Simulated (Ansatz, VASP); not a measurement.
One calculation of AgCl, two programs

INCAR

```
SYSTEM = AgCl
ALGO = Normal
EDIFF = 1E-7
ENCUT = 520
GGA = PE
ISIF = 2
ISMEAR = 0
LASPH = .TRUE.
LCHARG = .FALSE.
LREAL = .FALSE.
LWAVE = .FALSE.
NBANDS = 16
NELM = 100
PREC = Accurate
SIGMA = 0.01
```

The input KPOINTS:

```
k-points
0
G
  6 6 6
  0 0 0
```

Contents of POSCAR:

```
AgCl
1.0
    0.0000000000      2.9675203008      2.9675203008
    2.9675203008      0.0000000000      2.9675203008
    2.9675203008      2.9675203008      0.0000000000
Ag Cl
1 1
Direct
    0.0000000000      0.0000000000      0.0000000000
    0.2500000000      0.2500000000      0.2500000000
```

Input for Ansatz:

```yaml
crystal:
  lattice:
    - [0.0, 2.9675203008, 2.9675203008]
    - [2.9675203008, 0.0, 2.9675203008]
    - [2.9675203008, 2.9675203008, 0.0]
  atoms:
    - { symbol: Ag, position: [0.0, 0.0, 0.0] }
    - { symbol: Cl, position: [0.25, 0.25, 0.25] }
kpoints:
  mp_grid: { grid: [6, 6, 6] }
hamiltonian:
  xc: pbe
scf:
  occupations: { method: fixed }
  n_extra_bands: 4
output:
  forces: true
  stress: true
  eigenvalues: true
```

Alike in both runs: task single point; functional PBE; k mesh 6 × 6 × 6; no spin polarisation.

|  | VASP | Ansatz |
| --- | --- | --- |
| version | VASP 6.6.1 | Ansatz 0.2.0 |
| potentials or method | VASP PAW PBE potentials, release 64 (Ag, Cl) | plane waves, PAW |
| plane-wave cutoff (eV) | 520 | 420 |
| occupations | gaussian, width 0.01 eV | fixed |
| valence electrons in the cell | 18 | 26 |

```tsv
	VASP	Ansatz	Ansatz less VASP
gap on the k mesh at the Fermi level (eV)	1.22	1.22	+0.001
pressure (GPa)	2.1	2.2	+0.11
```

The two sets of potentials don't hold the same shells in valence.

A hybrid or GW would open this gap; PBE tends to underestimate it.
